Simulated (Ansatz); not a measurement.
A (001) slab of CuAu (P4/mmm (No. 123)), 5 planes, outer planes Au (top) and Au (bottom), with 5 atoms (Cu2Au3) in a surface cell of A = 7.952 Å², as cut from the bulk:

```xyz
5
Lattice="2.8199 0.0000 0.0000 0.0000 2.8199 0.0000 0.0000 0.0000 22.1480" Properties=species:S:1:pos:R:3 pbc="T T T"
Au    0.0000    0.0000    7.5000
Cu    1.4100    1.4100    9.2870
Au    0.0000    0.0000   11.0740
Cu    1.4100    1.4100   12.8610
Au    0.0000    0.0000   14.6480
```

The calculation used DFT PBEsol, scalar-relativistic, plane waves, PAW (Ansatz 0.2.0). Settings: cutoff 420 eV, Γ-centred mesh 12×12×1 on the computed 5-atom cell, Gaussian smearing of 0.10 eV; no spin polarisation. The cell repeats along c with a dipole correction in the vacuum.

The relaxed slab holds 2 formula units of CuAu and 1 further Au. Against those formula units in the bulk and the further Au in its standard state it lies 0.978 eV higher. The formation energy of CuAu from the standard states is -0.115 eV a formula unit (uncorrected, no zero-point or thermal terms).

Question: Over what range can the chemical potential of Au vary, and what is the surface energy at both ends?

Answer: In contact with the bulk, μ(Au) + μ(Cu) is fixed. With Δμ counted from the standard states, Δμ(Au) ≤ 0 keeps elemental Au from forming, and Δμ(Cu) ≤ 0 requires Δμ(Au) ≥ ΔH = -0.115 eV. Other compounds of Au and Cu can narrow this range. Then γ, the mean of both faces, = [0.978 eV − 1.00·Δμ(Au)]/(2A). At the Au-rich end (Δμ = 0): 0.978/(2 × 7.952) × 16.02 = 0.99 J/m². At the Au-poor end: (0.978 + 0.115)/(2 × 7.952) × 16.02 = 1.10 J/m².

Question: How does its energy depend on growth conditions?

Answer: It carries an excess of Au, so its energy falls by 1.01 J/m² for each eV that μ(Au) rises: Au-rich conditions lower it; whether it appears depends on the other terminations.